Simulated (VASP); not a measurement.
# Pt in VASP: relaxation of the atoms with PBE+D3(BJ)

Aim: the relaxation of the atoms of Pt with PBE+D3(BJ).

All numbers are computed with VASP 6.6.1; they aren't measurements. Logs are shortened: lines on timing, memory, paths and dates and some standing lists are left out, and cuts for length are marked.

## 1. The structure

The cell holds a slab with vacuum, 12 atoms: a = 5.544 Å, b = 5.544 Å, c = 21.026 Å, α = 90.00°, β = 90.00°, γ = 60.00°.

The cell was built by a generator and needn't be a form met in nature.

## 2. Relaxation of the atoms, PBE+D3(BJ)

INCAR

```
PREC = Accurate ; ENCUT = 400
EDIFF = 1E-7 ; ISMEAR = 1
SIGMA = 0.1 ; LREAL = Auto
LASPH = T ; NELM = 100
ALGO = Normal ; ISIF = 2
LWAVE = F ; LCHARG = F
GGA = PE ; IVDW = 12
IBRION = 2 ; NSW = 120
EDIFFG = -0.03 ; ISYM = 0
KPAR = 4
```

KPOINTS

```
Automatic mesh
0
Gamma
  6 6 1
```

POSCAR

```
Pt
1.0
    5.5437171645      0.0000000000      0.0000000000
    2.7718585823      4.8009998959      0.0000000000
    0.0000000000      0.0000000000     21.0264261104
Pt
12
Selective dynamics
Direct
    0.1666666667      0.1666666667      0.1188979994  F F F
    0.6666666667      0.1666666667      0.1188979994  F F F
    0.1666666667      0.6666666667      0.1188979994  F F F
    0.6666666667      0.6666666667      0.1188979994  F F F
    0.8333333333      0.3333333333      0.2265346013  F F F
    0.3333333333      0.3333333333      0.2265346013  F F F
    0.8333333333      0.8333333333      0.2265346013  F F F
    0.3333333333      0.8333333333      0.2265346013  F F F
    0.0000000000      0.0000000000      0.3341712031  T T T
    0.5000000000      0.0000000000      0.3341712031  T T T
    0.0000000000      0.5000000000      0.3341712031  T T T
    0.5000000000      0.5000000000      0.3341712031  T T T
```

Potentials or basis: VASP PAW PBE potentials, release 64 (Pt).

Started as:

```console
> cat potpaw_PBE.64/Pt/POTCAR > POTCAR
> mpirun -np 4 vasp_std > vasp.out
```

OUTCAR:

```text
PREC = Accurate
   ENCUT = 400
   EDIFF = 1E-7
   ISMEAR = 1
   LREAL = Auto
   LASPH = T
   NELM = 100
   ISIF = 2
   GGA = PE
   IVDW = 12
   IBRION = 2
   NSW = 120
   EDIFFG = -0.03
   ISYM = 0
 IVDW          = 12

 ion  position               nearest neighbor table
   1  0.167  0.167  0.119-   2 2.77   2 2.77   4 2.77   4 2.77   3 2.77   3 2.77   6 2.77   5 2.77
                             8 2.77
   2  0.667  0.167  0.119-   1 2.77   1 2.77   3 2.77   3 2.77   4 2.77   4 2.77   5 2.77   6 2.77
                             7 2.77
   3  0.167  0.667  0.119-   4 2.77   4 2.77   2 2.77   2 2.77   1 2.77   1 2.77   8 2.77   7 2.77
                             6 2.77
   4  0.667  0.667  0.119-   3 2.77   3 2.77   1 2.77   1 2.77   2 2.77   2 2.77   7 2.77   8 2.77
                             5 2.77
   5  0.833  0.333  0.227-  12 2.77   9 2.77  11 2.77   6 2.77   6 2.77   8 2.77   8 2.77   7 2.77
                             7 2.77   2 2.77   1 2.77   4 2.77
   6  0.333  0.333  0.227-  11 2.77  10 2.77  12 2.77   5 2.77   5 2.77   7 2.77   7 2.77   8 2.77
                             8 2.77   1 2.77   2 2.77   3 2.77
   7  0.833  0.833  0.227-  10 2.77  11 2.77   9 2.77   8 2.77   8 2.77   6 2.77   6 2.77   5 2.77
                             5 2.77   4 2.77   3 2.77   2 2.77
   8  0.333  0.833  0.227-   9 2.77  12 2.77  10 2.77   7 2.77   7 2.77   5 2.77   5 2.77   6 2.77
                             6 2.77   3 2.77   4 2.77   1 2.77
   9  0.000  0.000  0.334-   8 2.77   5 2.77   7 2.77  10 2.77  10 2.77  12 2.77  12 2.77  11 2.77
                            11 2.77
  10  0.500  0.000  0.334-   7 2.77   6 2.77   8 2.77   9 2.77   9 2.77  11 2.77  11 2.77  12 2.77
                            12 2.77
  11  0.000  0.500  0.334-   6 2.77   7 2.77   5 2.77  12 2.77  12 2.77  10 2.77  10 2.77   9 2.77
                             9 2.77
  12  0.500  0.500  0.334-   5 2.77   8 2.77   6 2.77  11 2.77  11 2.77   9 2.77   9 2.77  10 2.77
                            10 2.77

IMPORTANT INFORMATION: All symmetrisations will be switched off!
NOSYMM: (Re-)initialisation of all symmetry stuff for point group C_1.

----------------------------------------------------------------------------------------

                                     Primitive cell

  volume of cell :     559.6264

  direct lattice vectors                    reciprocal lattice vectors
     5.543717165  0.000000000  0.000000000     0.180384383 -0.104144972  0.000000000
     2.771858582  4.800999896  0.000000000     0.000000000  0.208289944  0.000000000
     0.000000000  0.000000000 21.026426110     0.000000000  0.000000000  0.047559200

  length of vectors
     5.543717165  5.543717165 21.026426110     0.208289944  0.208289944  0.047559200

  position of ions in fractional coordinates (direct lattice)
     0.166666667  0.166666667  0.118897999
     0.666666667  0.166666667  0.118897999
     0.166666667  0.666666667  0.118897999
     0.666666667  0.666666667  0.118897999
     0.833333333  0.333333333  0.226534601
     0.333333333  0.333333333  0.226534601
     0.833333333  0.833333333  0.226534601
     0.333333333  0.833333333  0.226534601
     0.000000000  0.000000000  0.334171203
     0.500000000  0.000000000  0.334171203
     0.000000000  0.500000000  0.334171203
     0.500000000  0.500000000  0.334171203

  ion indices of the primitive-cell ions
   primitive index   ion index
                 1           1
                 2           2
                 3           3
                 4           4
                 5           5
                 6           6
                 7           7
                 8           8
                 9           9
                10          10
                11          11
                12          12

----------------------------------------------------------------------------------------

 KPOINTS: Automatic mesh

Automatic generation of k-mesh.
 Grid dimensions read from file:
 generate k-points for:    6    6    1

 Generating k-lattice:

  Cartesian coordinates                     Fractional coordinates (reciprocal lattice)
     0.030064064 -0.017357495  0.000000000     0.166666667  0.000000000  0.000000000
     0.000000000  0.034714991  0.000000000     0.000000000  0.166666667  0.000000000
     0.000000000  0.000000000  0.047559200     0.000000000  0.000000000  1.000000000

  Length of vectors
     0.034714991  0.034714991  0.047559200

  Shift w.r.t. Gamma in fractional coordinates (k-lattice)
     0.000000000  0.000000000  0.000000000

 Subroutine IBZKPT returns following result:
 ===========================================

 Found     20 irreducible k-points:

 Following reciprocal coordinates:
            Coordinates               Weight
  0.000000  0.000000  0.000000      1.000000
  0.166667  0.000000  0.000000      2.000000
  0.166667  0.166667  0.000000      2.000000
  0.000000  0.166667  0.000000      2.000000
  0.333333  0.000000  0.000000      2.000000
  0.333333  0.333333  0.000000      2.000000
[... 12 lines left out ...]
  0.500000 -0.333333  0.000000      2.000000
 -0.333333  0.333333  0.000000      2.000000
   k-points           NKPTS =     20   k-points in BZ     NKDIM =     20   number of bands    NBANDS=     72
   number of dos      NEDOS =    301   number of ions     NIONS =     12
   total plane-waves  NPLWV = 181440
   dimension x,y,z NGX =    36 NGY =   36 NGZ =  140
   dimension x,y,z NGXF=    72 NGYF=   72 NGZF=  280
   ions per type =              12
   NGX,Y,Z   is equivalent  to a cutoff of  10.80, 10.80, 11.07 a.u.
   NGXF,Y,Z  is equivalent  to a cutoff of  21.59, 21.59, 22.14 a.u.
 SYSTEM =  unknown system
   PREC   = accura    normal or accurate (medium, high low for compatibility)
   ISTART =      0    job   : 0-new  1-cont  2-samecut
   ICHARG =      2    charge: 1-file 2-atom 10-const
   ISPIN  =      1    spin polarized calculation?
   LNONCOLLINEAR =      F non collinear calculations
   LSORBIT =      F    spin-orbit coupling
   LASPH  =      T    aspherical Exc in radial PAW
   ENCUT  =  400.0 eV  29.40 Ry    5.42 a.u.   9.04  9.04 34.29*2*pi/ulx,y,z
   NELM   =    100;   NELMIN=  2; NELMDL= -5     # of ELM steps
   EDIFF  = 0.1E-06   stopping-criterion for ELM
   LREAL  =      T    real-space projection
   EDIFFG = -.3E-01   stopping-criterion for IOM
   NSW    =    120    number of steps for IOM
   IBRION =      2    ionic relax: 0-MD 1-quasi-New 2-CG
   NFREE  =      1    steps in history (QN), initial steepest desc. (CG)
   ISIF   =      2    stress and relaxation
   ISYM   =      0    0-nonsym 1-usesym 2-fastsym
   POTIM  = 0.5000    time-step for ionic-motion
   TEBEG  =    0.0;   TEEND  =   0.0 temperature during run
   PSTRESS=    0.0 pullay stress
   NELECT =     120.0000    total number of electrons
   NUPDOWN=      -1.0000    fix difference up-down
   EMIN   =  10.00;   EMAX   =-10.00  energy-range for DOS
   EFERMI =   0.00;   METHOD = LEGACY
   ISMEAR =     1;   SIGMA  =   0.10  broadening in eV -4-tet -1-fermi 0-gaus
   EFERMI_NEDOS =   21; number of points for ismear=-14 and -15
   IALGO  =     38    algorithm
   IMIX   =      4    mixing-type and parameters
     AMIX     =   0.40;   BMIX     =  1.00
     AMIX_MAG =   1.60;   BMIX_MAG =  1.00
  volume/ion in A,a.u.               =      46.64       314.71
  Fermi-wavevector in a.u.,A,eV,Ry     =   0.979872  1.851689 13.063612  0.960148
  Thomas-Fermi vector in A             =   2.110758
   LORBIT       =      0    0 simple, 1 ext, 2 COOP (PROOUT), +10 PAW based schemes
   GGA     = PE    functional components
   LHFCALC =     F    Hartree Fock is set to
   AEXX    =    0.0000 exact exchange contribution
   IVDW    =    12    specifies the selected vdW correction
   LEPSILON=     F    determine dielectric tensor
   LRPA    =     F    only Hartree local field effects (RPA)
 conjugate gradient relaxation of ions
 non-spin polarized calculation
 Methfessel and Paxton  Order N= 1 SIGMA  =   0.10
  energy-cutoff  :      400.00
  volume of cell :      559.63
 maximum number of plane-waves:     10245
   NGX = 19   NGY = 19   NGZ = 69

--------------------------------------- Ionic step        1  -------------------------------------------

 number of electron     120.0000003 magnetization

 Free energy of the ion-electron system (eV)
  ---------------------------------------------------
  ext. energy  EPLUGINS =         0.00000000
  ---------------------------------------------------
  free energy    TOTEN  =       -68.17811594 eV

  energy without entropy =      -68.17207274  energy(sigma->0) =      -68.17610154

------------------------ aborting loop because EDIFF is reached ----------------------------------------

 Edisp (eV)   -6.21082

 E8    (eV) :    -2.9787

  FORCE on cell =-STRESS in cart. coord.  units (eV):
  Direction    XX          YY          ZZ          XY          YZ          ZX
  --------------------------------------------------------------------------------------
  -------------------------------------------------------------------------------------
  Total     -15.10752   -15.10748     5.75571    -0.00003     0.00000     0.00000
  in kB     -43.25193   -43.25181    16.47826    -0.00010     0.00000     0.00001
  external pressure =      -23.34 kB  Pullay stress =        0.00 kB
[... 181 lines left out ...]
  energy  without entropy=      -74.4076679050  energy(sigma->0) =      -74.41307326

--------------------------------------- Ionic step        5  -------------------------------------------

 number of electron     120.0000015 magnetization

 Free energy of the ion-electron system (eV)
  ---------------------------------------------------
  ext. energy  EPLUGINS =         0.00000000
  ---------------------------------------------------
  free energy    TOTEN  =       -68.24833030 eV

  energy without entropy =      -68.24078910  energy(sigma->0) =      -68.24581657

 E-fermi :  -0.3601     XC(G=0):  -5.2293

 val. band max:       -0.3613977719   @ k =   0.1667   0.1667   0.0000
 cond. band min:      -0.3516583377   @ k =   0.0000   0.0000   0.0000
 fundamental gap:      0.0097394342
 Fermi energy:        -0.3601208360

 k-point     1 :       0.0000    0.0000    0.0000
  band No.  band energies     occupation
      1      -9.5099      2.00000
      2      -7.7291      2.00000
      3      -7.2853      2.00000
      4      -6.8995      2.00000
      5      -6.8995      2.00000
      6      -6.8995      2.00000
[... 1532 lines left out ...]
  FREE ENERGIE OF THE ION-ELECTRON SYSTEM (eV)
  ---------------------------------------------------
  free  energy   TOTEN  =       -74.4223037662 eV

  energy  without entropy=      -74.4147625652  energy(sigma->0) =      -74.41979003

 reached required accuracy - stopping structural energy minimisation
```

It took 25 min on 4 MPI ranks of Intel Xeon 6975P-C (Granite Rapids), shared host; peak memory 0.7 GiB.

Results:

| Item | Value |
| --- | --- |
| Free energy | -74.4223 eV |
| Energy gained by relaxing | 2.8 meV/atom |
| Ionic steps | 5 |
| Band gap on the k mesh | none (metal or under the smearing width) |
| Dispersion energy per atom | -0.514 eV |

Step by step:
```csv
step,energy change (eV),largest force (eV/Å),pressure (GPa)
1,0.0000,0.3315,-2.33
2,-0.0180,0.3301,-2.54
3,-0.0303,0.3308,-2.77
4,-0.0268,0.4723,-3.23
5,-0.0334,0.3349,-2.97
```

Final structure:
```
Pt
1.0
     5.54372    0.00000    0.00000
     2.77186    4.80100    0.00000
     0.00000    0.00000   21.02643
Pt
12
Direct
  0.16667 0.16667 0.11890
  0.66667 0.16667 0.11890
  0.16667 0.66667 0.11890
  0.66667 0.66667 0.11890
  0.83333 0.33333 0.22653
  0.33333 0.33333 0.22653
  0.83333 0.83333 0.22653
  0.33333 0.83333 0.22653
  0.00000 0.00000 0.33659
  0.50000 0.00000 0.33659
  0.00000 0.50000 0.33659
  0.50000 0.50000 0.33659
```

Levels at points of the mesh, in eV from the Fermi level:
| k point | band 58 | band 59 | band 60 | band 61 | band 62 | band 63 |
| --- | --- | --- | --- | --- | --- | --- |
| (0.00, 0.00, 0.00) | 0.60 | 0.60 | 0.60 | 0.67 | 0.67 | 0.67 |
| (0.50, 0.00, 0.00) | -0.61 | -0.11 | -0.11 | 0.04 | 0.04 | 0.29 |
| (0.50, 0.50, 0.00) | -0.61 | -0.11 | -0.11 | 0.04 | 0.04 | 0.29 |
| (0.00, 0.50, 0.00) | -0.61 | -0.11 | -0.11 | 0.04 | 0.04 | 0.29 |

Spin-orbit coupling is left out, which matters for the levels of Pt.
